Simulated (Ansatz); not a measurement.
Results of RPBE (plane waves, PAW; Ansatz, a program for electronic structure) for zinc-blende ZnTe.

Run with plane-wave cutoff 520 eV, 10×10×10 k mesh, Fermi–Dirac smearing 0.01 eV, scalar-relativistic PAW data made under PBE.

Cell (relaxed at this level):

Space group F-43m (No. 216); a = b = c = 6.265 Å, α = β = γ = 90.00°

```json
[
 {"atom": "Zn", "site": "4a", "symmetry": "-43m", "x": "0.0000", "y": "0.0000", "z": "0.0000"},
 {"atom": "Te", "site": "4d", "symmetry": "-43m", "x": "0.7500", "y": "0.7500", "z": "0.7500"}
]
```
(The calculation used a cell of 2 atoms; values per cell refer to that cell.)

**Question.** Predict the bulk modulus, band gap and pressure derivative B′ of the bulk modulus.

**Answer.** 
- bulk modulus = 37.9 GPa
- band gap = 1.03 eV
- pressure derivative B′ of the bulk modulus = 4.7

Measured, for comparison: band gap 2.43 eV (zero-point renormalisation of 40 meV (experimental, the table's column) added back here, direct; inputs from Miglio et al. (2020), arXiv:2011.12765); bulk modulus 51 ± 3 GPa (room temperature, not corrected to a static lattice; as tabulated in Determination of phase transition pressures of ZnTe under quasihydrostatic …). Computed (rounded) less measured: bulk modulus -26 %.

Spin–orbit coupling is not included; with these elements it can move the gap by several tenths of an eV or more.

Computed values are for the static lattice.
